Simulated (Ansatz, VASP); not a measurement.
**Al2Cu in VASP and in Ansatz**

The input INCAR:

```
SYSTEM = Al2Cu
PREC = Accurate
ENCUT = 520
EDIFF = 1E-6
ISMEAR = 0
SIGMA = 0.15
LREAL = .FALSE.
LASPH = .TRUE.
NELM = 60
ALGO = Normal
ISIF = 2
LWAVE = .FALSE.
LCHARG = .FALSE.
GGA = CA
NBANDS = 16
```

The input KPOINTS:

```
regular mesh
0
G
  10 10 14
  0 0 0
```

The input POSCAR:

```
Al2Cu
1.0
    3.8536000000      0.0000000000      0.0000000000
    0.0000000000      3.8536000000      0.0000000000
    0.0000000000      0.0000000000      2.9719000000
Al Cu
2 1
Direct
    0.5000000000      0.0000000000      0.5000000000
    0.0000000000      0.5000000000      0.5000000000
    0.0000000000      0.0000000000      0.0000000000
```

Input for Ansatz:

```yaml
crystal:
  lattice:
    - [3.8536, 0.0, 0.0]
    - [0.0, 3.8536, 0.0]
    - [0.0, 0.0, 2.9719]
  atoms:
    - { symbol: Al, position: [0.5, 0.0, 0.5] }
    - { symbol: Al, position: [0.0, 0.5, 0.5] }
    - { symbol: Cu, position: [0.0, 0.0, 0.0] }
basis:
  ecutwfc: 520.0
kpoints:
  mp_grid: { grid: [10, 10, 14] }
hamiltonian:
  xc: lda
  pseudopotentials: { kind: paw, azcp: { folder: soft_1 } }
scf:
  occupations: { method: gaussian, width: 0.15 }
output:
  forces: true
  stress: true
  eigenvalues: true
```

Alike in both runs: task single point; functional LDA; k mesh 10 × 10 × 14; occupations gaussian, width 0.15 eV; no spin polarisation.

|  | VASP | Ansatz |
| --- | --- | --- |
| version | VASP 6.6.1 | Ansatz 0.2.0 |
| potentials or method | VASP PAW LDA potentials, release 64 (Al, Cu) | scalar-relativistic, plane waves, PAW |
| plane-wave cutoff (eV) | 520 | 520 |
| valence electrons in the cell | 17 | 25 |

Ansatz gave:

```
gap on the k mesh at the Fermi level (eV)       : none
pressure (GPa)                                  : 5.8
largest component of the traceless stress (GPa) : 7.13
```

Question: What did VASP give for the same quantities?

Answer: gap on the k mesh at the Fermi level (eV): none; pressure (GPa): 6.0; largest component of the traceless stress (GPa): 7.14.

A gap of «none» marks a metal or a gap that the smearing closes. The two sets of potentials don't hold the same shells in valence. Ansatz warned: «pseudo_functional_mismatch».
